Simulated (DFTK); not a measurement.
Crystal: Au.

```
CELL_PARAMETERS angstrom
0.00000 2.03500 2.03500
2.03500 0.00000 2.03500
2.03500 2.03500 0.00000
ATOMIC_POSITIONS crystal
Au 0.00000 0.00000 0.00000
```

Base run:

```yaml
Program: DFTK 0.8.2
Functional: LDA
Potentials_or_basis: SG15 1.2 (PBE)
Cutoff: 1225 eV
k_mesh: 11 × 11 × 11
Occupations: fermi-dirac, width 0.05 eV
Spin: no spin polarisation
```

Its results: band gap on the k mesh none (metal or under the smearing width); pressure -2.6 GPa.

Q: After a change of settings the same cell gave: band gap on the k mesh none (metal or under the smearing width); pressure 6.3 GPa. Which change was it?
A. functional from LDA to PBEsol
B. functional from LDA to r2SCAN
C. functional from LDA to PBEsol; potentials or basis from SG15 1.2 (PBE) to dojo.nc.sr.pbesol.v0_4_1.standard.upf (PBEsol); cutoff from 1225 eV to 1034 eV

A: B.

Caveats: the potentials were made for another functional, which shifts forces and pressure; spin-orbit coupling is left out, which moves the levels of the heavy elements.

Runs at the PBE level aren't shown here.
